## Can the images at +2.1 and +2.7 V be forecast from the rest?

I am looking at computed tunnelling images of a free-standing MoS₂ monolayer. With filled states sulfur is always brightest, and a wider bias window makes the pattern stronger. With empty states the pattern is faint, and its bright spot moves from between the atoms to sulfur when the bias goes from 1.15 to 1.5 V.

Free-standing MoS₂ monolayer, computed with Ansatz 0.2.0 using scalar-relativistic PBE+D3(BJ) without spin polarization, PAW, a 420 eV cutoff, a 30 × 30 × 1 k mesh and 0.05 eV Gaussian smearing. Tersoff–Hamann images, bias from mid-gap; density, contrast and bright spot refer to 3 Å above the top sulfur nuclei, corrugation to a set point at that plane's mean density.

| bias (V) | log10 mean density (log10 of e/angstrom^3) | bright over dark | corrugation (Å) | brightest over | apparent barrier at 4 angstrom (eV) |
| --- | --- | --- | --- | --- | --- |
| -2.900 | -3.819 | 2.745 | 0.382 | S | 7.392 |
| -2.100 | -3.993 | 2.026 | 0.275 | S | 6.827 |
| -1.500 | -4.343 | 1.755 | 0.231 | S | 6.227 |
| -1.150 | -4.551 | 1.447 | 0.155 | S | 5.874 |
| 1.150 | -4.447 | 1.190 | 0.081 | between | 5.324 |
| 1.500 | -3.699 | 1.142 | 0.062 | S | 4.826 |
| 2.100 | ? | ? | ? | flat | ? |
| 2.700 | ? | ? | ? | between | ? |

What decides brightness, contrast and decay here? Is it understood well enough to put numbers, with error bars, on the two rows with question marks?

## Answer

**What the columns measure.** Each image adds up all states between mid-gap and the bias, so a wider window of the same sign contains the narrower one. The mean density is the average of this sum over a plane 3 Å above the top sulfur nuclei. Bright over dark compares its highest and lowest values in the plane. Corrugation is how far a tip would move up and down to keep the density constant, and the apparent barrier $\phi$ tells how fast the density fades with height.

**Sideways motion shortens the tail.** Outside the layer the density of a state fades as $e^{-2\kappa z}$, with $\kappa=\sqrt{2m\phi}/\hbar$. For a single wave of energy $E$ and lateral wave vector $k$,

$$\phi = V_\mathrm{vac} - E + \frac{\hbar^2k^2}{2m}.$$

Here $V_\mathrm{vac}$ is the vacuum level, 5.03 eV above mid-gap in this calculation. A smooth metal surface without atoms shows the same effect: an electron that runs along the surface has less of its energy left for leaving it. That comparison covers the decay only, since a surface without atoms has no pattern. In a crystal each state is a sum of such waves, and the one with the smallest $k$ fades most slowly. Sideways motion here means this wave vector, not the speed of travel: at an energy minimum of a band the electron's mean velocity is zero, yet its tail can be short.

**Filled and empty windows therefore run in opposite directions.** A wider filled window reaches deeper states, which face a higher barrier. From −1.15 to −2.9 V the barrier rises by 1.5 eV. The corrugation grows from 0.155 to 0.382 Å, which fits a second change: the top sulfur plane holds about 21% of the states nearest the gap, but 36% of the deepest group. This can't be the whole cause, because in the first step, to −1.5 V, the share hardly changes while the corrugation already grows by half. A wider empty window reaches higher states, which should face a lower barrier unless their lateral wave vectors grow as well. Between +1.15 and +1.5 V the barrier does fall, by 0.5 eV.

**The conduction-band edge is nearly invisible.** An empty state without lateral motion can have a barrier of at most 5.03 eV, yet the image at +1.15 V has 5.32 eV. Lateral motion must matter. The band edge lies at K, the corner of the Brillouin zone, where the lateral term would be 6.7 eV, far more than the image shows. Halfway to K it is 1.7 eV, which suits the Q valley, a second conduction-band minimum near that point; the images alone can't confirm this assignment.

This matters for transistor channels made of a single MoS₂ layer, where the electrons at the band edge sit at K. Their tails are so short that a tunnelling current may first become noticeable at a higher energy. Taking that onset for the channel's band edge would then place the edge too high. The computed biases don't carry over directly to a measurement either, because PBE makes the gap too small, doping moves the Fermi level away from mid-gap, and the field of a real tip can bend the bands.

**A model for the empty side.** Suppose that states are spread evenly in energy above some onset, and that each counts according to its tail. The density at +1.5 V is 5.6 times that at +1.15 V, and this ratio fixes the onset at 1.06 eV above mid-gap. The barrier at +1.5 V then fixes a constant addition of 1.09 eV, which stands in for lateral motion. Both are working constants of the model, not a band edge and a measured momentum.

Take the barrier at +2.1 V. The window above the onset is $w=2.10-1.06=1.04$ eV wide. Higher states have longer tails, and at 4 Å their weight grows with energy at a rate $g\approx4\times0.51/\sqrt{4.83}\approx0.93$ per eV. The weighted mean energy is

$$\bar E = 1.06+\frac{w}{1-e^{-gw}}-\frac1g\approx1.66\ \mathrm{eV},$$

so the barrier is $5.03-1.66+1.09=4.46$ eV.

**How far to trust it.** The barrier at +1.15 V was not used to set the constants, and the model puts it 0.3 eV too low. A harder test is to set the same recipe on the filled images at −1.15 and −1.5 V and ask it for the two wider ones. It then underestimates the logarithm of the density by about 0.2 and the barrier by 0.4 to 0.7 eV. These misses guide the error bars below.

**Contrast needs two guesses.** The position labels for +2.1 and +2.7 V are already visible, and I use them. For +2.1 V I assume that the newly added states are featureless and dilute the sulfur pattern. For +2.7 V I assume that the older part is flat and the new part is patterned like the image at +1.15 V. Corrugation then follows as $\ln(\text{bright}/\text{dark})/2\kappa$, a relation that holds within about 9% of the computed corrugation in the known rows.

The forecasts, for +2.1 V and then +2.7 V, are:

- log10 mean density: −3.23 ± 0.25 and −2.92 ± 0.35
- apparent barrier: 4.46 ± 0.4 eV and 4.04 ± 0.7 eV
- bright over dark: 1.05 ± 0.05 and 1.09 ± 0.09, never below 1
- corrugation: 0.02 ± 0.02 Å and 0.04 ± 0.04 Å

In words, the density keeps rising, but by smaller factors than in the first step. The barrier keeps falling, and the contrast stays weak.

Now the forecasts can be checked.

The withheld rows as computed:

| bias (V) | log10 mean density (log10 of e/angstrom^3) | bright over dark | corrugation (Å) | brightest over | apparent barrier at 4 angstrom (eV) |
| --- | --- | --- | --- | --- | --- |
| 2.100 | -3.395 | 1.054 | 0.026 | flat | 4.347 |
| 2.700 | -3.282 | 1.154 | 0.070 | between | 4.453 |

**Hits and misses.** At +2.1 V all four values lie within their error bars. At +2.7 V the density falls just outside: the forecast is too high by 0.36 in the logarithm, against an allowance of 0.35. The barrier there lies within its wide bar, but its direction is wrong, for it rises by 0.1 eV instead of falling. The contrast does stay weak, although at +2.7 V it is stronger than the central forecast.

**Why the barrier turned.** The images are cumulative, so the states added in the last step can be partly separated from the rest. The density grows by a factor of 1.30, which means that newcomers supply $1-1/1.30\approx0.23$ of it. Decay rates go as $\sqrt\phi$ and average according to these shares:

$$\sqrt{4.45}\approx0.77\sqrt{4.35}+0.23\sqrt{\phi_\mathrm{new}}.$$

This gives the newcomers a barrier of about 4.8 eV. It is a rough value, since the shares belong to 3 Å and the barriers to 4 Å.

Without lateral motion, states between 2.1 and 2.7 eV would have barriers of only 2.9 to 2.3 eV. The newcomers therefore decay as if some 2 eV or more were tied up in sideways motion. The group added one step earlier is different. It supplies half the density at +2.1 V, and the same arithmetic gives it a barrier near 3.9 eV, less than about 1 eV above the value without lateral motion. The model's constant addition could not follow such a change from one group of states to the next.

**The same motion can sharpen the pattern.** Close to the zone centre, one smooth wave outlives all others in the vacuum, and the image tends to be flat. Near the zone boundary, several waves of similar length fade at similar rates, and their interference leaves bright and dark spots. If the older part of the image at +2.7 V is taken as flat, the newcomers need a bright-over-dark ratio near 2. The older part is in fact slightly dark over molybdenum, as the new image is, so somewhat less is enough, but still more than the 1.19 that I had borrowed from the image at +1.15 V. A strong pattern together with a fast decay would fit larger lateral wave vectors than in the step before. Yet 2 eV of sideways motion is reached little more than halfway to K, so this is no clean case of states at the zone boundary. The pattern alone proves little, too: the filled image at −1.15 V has a ratio of 1.447, although its barrier needs no lateral motion at all. The orbitals that make up a state matter too, and images resolved by both band and wave vector would help to separate the two.

Graphene near zero bias is a useful neighbour. Its states there all lie around the corners of the zone, so short tails and a clear atomic pattern come together from the start. In MoS₂ the corner states at the conduction edge have to compete with states of smaller lateral wave vector, whose longer tails outshine them.

**Why the density fell short.** The model assumes an even supply of states, and the calculation also counts them. Between 1.15 and 1.5 V there is room for 4.6 electrons per volt and cell, in the next step for 4.0, and in the last for only 2.5. The even supply thus nearly holds up to +2.1 V and fails after that.

The other assumption fails in both steps. Higher states should each add more to the density at the tip. Instead, a state added between 1.5 and 2.1 V contributes on average about a fifth less than one from the step before, and in the last step slightly less again. A likely reason is that a few states with long tails set the decay of a group, while many others hardly reach the tip.

The density miss also takes some shine off the contrast at +2.1 V. The forecast of 1.05 agrees with the computed value, but it assumed that the older states supply only a third of the density, whereas they supply half. With the correct share, dilution gives $\sqrt{1.142}\approx1.07$, which is still within the range. Dilution thus remains a fair account of the flat image, with a less exact match than the first comparison suggests.

**What this means for reading such images.** To locate sulfur in a film, the filled side is the safer choice in this calculation: all four images put the bright spot on sulfur, with a corrugation of at least 0.155 Å. On the empty side no image exceeds 0.081 Å, and the bright spot changes place with bias. These heights hold for a tip close to the surface that is treated as a single spherical orbital. Farther out the corrugation generally shrinks, and a real tip can alter the contrast.

For another layered semiconductor, ask two things about the states that a wider window adds: how far they lie below the vacuum level, and how large their lateral wave vectors are. The energy alone would make every wider empty window fade more slowly. The last step here shows that sideways motion can overturn that rule.
